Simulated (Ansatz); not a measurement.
InAs:

```
In As
1.0
     0.00000    3.01800    3.01800
     3.01800    0.00000    3.01800
     3.01800    3.01800    0.00000
In As
1 1
Direct
  0.00000 0.00000 0.00000
  0.75000 0.75000 0.75000
```

Base run:

| Item | Value |
| --- | --- |
| Program | Ansatz 0.2.0 |
| Functional | revPBE |
| Potentials or basis | all-electron LAPW, scalar-relativistic |
| Cutoff | 283 eV (chosen from the basis error) |
| Basis error allowed | 0.001 eV/atom |
| k mesh | 8 × 8 × 8 |
| Occupations | fermi-dirac, width 0.05 eV |
| Spin | no spin polarisation |

Its results: pressure 5.6 GPa.

Task: After a change of settings the same cell gave: pressure 1.5 GPa. Which change was it?
A. functional from revPBE to RPBE
B. functional from revPBE to LDA
C. functional from revPBE to PBEsol
D. functional from revPBE to BLYP

Result: C.

PBEsol binds more tightly than revPBE, so the same cell stands under less pressure.
